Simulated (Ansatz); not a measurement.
H interstitial in TiAl3

Level of theory: Ansatz 0.2.0, DFT PBE, scalar-relativistic, plane waves, PAW. Settings: 420 eV cutoff, 7×7×7 k-mesh, Gaussian smearing of 0.10 eV, no spin polarisation.

Host crystal, relaxed:

```
Ti Al
1.0
     3.97973    0.00000    0.00000
     0.00000    3.97973    0.00000
     0.00000    0.00000    3.97973
Ti Al
1 3
Cartesian
  0.0000 0.0000 0.0000
  1.9899 1.9899 0.0000
  1.9899 0.0000 1.9899
  0.0000 1.9899 1.9899
```

Supercell of 16 atoms, rows in host cell vectors: -1 1 1; 1 -1 1; 1 1 -1. Atoms relax at the host's cell, keeping the symmetry that the supercell leaves at the site. The cell is small, so energies carry finite-size errors of tenths of an eV. The host is a metal. Atoms are taken from and returned to the elements' standard states.

Defect: H interstitial at (0.000, 0.000, 0.500) of the host cell.

**Question.** What is the formation energy of the neutral defect?

**Answer.** 1.03 eV.

**Question.** Does the neutral defect carry a moment, and how do its surroundings relax?

**Answer.** The neutral run had no spin polarisation, so a moment wasn't tested. The nearest neighbours before are 2 Ti at 1.99 Å, 4 Al at 1.99 Å; after relaxation the atoms near the site are 2 Ti at 1.93 Å, 4 Al at 2.07 Å; the largest move is 0.08 Å.

Cost: 2 runs of about 4.6 core-minutes in all, on Intel Xeon Processor @ 2.70GHz (shared hosts).